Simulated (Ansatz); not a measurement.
Level of theory: DFT PBE, scalar-relativistic, plane waves, PAW (Ansatz 0.2.0).

Settings: cutoff 420 eV, Γ-centred mesh 12×12×12 on the computed 3-atom cell, Gaussian smearing of 0.02 eV; no spin polarisation.

```
CELL_PARAMETERS angstrom
1.56214 0.90190 4.78149
-1.56214 0.90190 4.78149
0.00000 -1.80381 4.78149
ATOMIC_POSITIONS crystal
Sn 0.50000 0.50000 0.50000
O 0.24227 0.24227 0.24227
O 0.75773 0.75773 0.75773
```

(1) Is this geometry at equilibrium? Which atom feels the largest force?

(2) Give all forces and the stress.

The cell holds layers, and where no dispersion correction was added their binding is poorly described.

Answers

(1) It isn't. Atom 3 (O) feels (0.00, 0.00, 0.47) eV/Å, 0.469 eV/Å in size, and symmetry-related atoms feel the same size.

(2)
```json
{"atom": "Sn1", "Fx": "0.000", "Fy": "0.000", "Fz": "0.000"}
{"atom": "O2", "Fx": "0.000", "Fy": "0.000", "Fz": "-0.469"}
{"atom": "O3", "Fx": "0.000", "Fy": "0.000", "Fz": "0.469"}
```
Stress (GPa, compression positive):
```
11.21  0.00  0.00
 0.00 11.21  0.00
 0.00  0.00 -2.43
```

This form isn't the usual stable structure of the compound.